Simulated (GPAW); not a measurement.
Co, 2 atoms in the cell. The structure is hexagonal, space group P6_3/mmc (No. 194). Conventional cell: a = 2.472 Å, b = 2.472 Å, c = 4.021 Å, α = 90.00°, β = 90.00°, γ = 120.00°. Co (site symmetry -6m2) is surrounded by 12 Co at 2.47 Å. 

| Item | Value |
| --- | --- |
| Program | GPAW 26.7.0 |
| Task | relaxation of cell and atoms |
| Functional | PBEsol |
| Dispersion | D3(BJ)+ATM |
| Potentials or basis | PAW data sets generated in the run's folder for this functional |
| Cutoff | 600 eV |
| Basis | pw |
| k mesh | 9 × 9 × 5 |
| Occupations | fermi-dirac, width 0.05 eV |
| Spin | collinear spin, ferromagnetic start |
| Starting moments | [2.0, 2.0] μB |
| Maxiter | 150 |
| Optimizer | BFGS |
| Fmax | 0.02 eV/Å |
| Max steps | 60 |
| Convergence | density=1e-05 forces=0.0001 |

Potentials or basis: PAW data sets generated in the run's folder for this functional, pw.

Command:

```sh
$ gpaw-setup -f PBEsol Co
$ OMP_NUM_THREADS=1 python run.py
```

Hardware: 1 thread of Arm Neoverse V2 (shared host).

Q: Estimate the wall time of this run.

A: It took 110 s on 1 thread of Arm Neoverse V2, with other jobs on the host, peak memory 0.25 GiB. Counts: scf iterations 60, plane waves 738, bands 21, k points 50, ion steps 6.
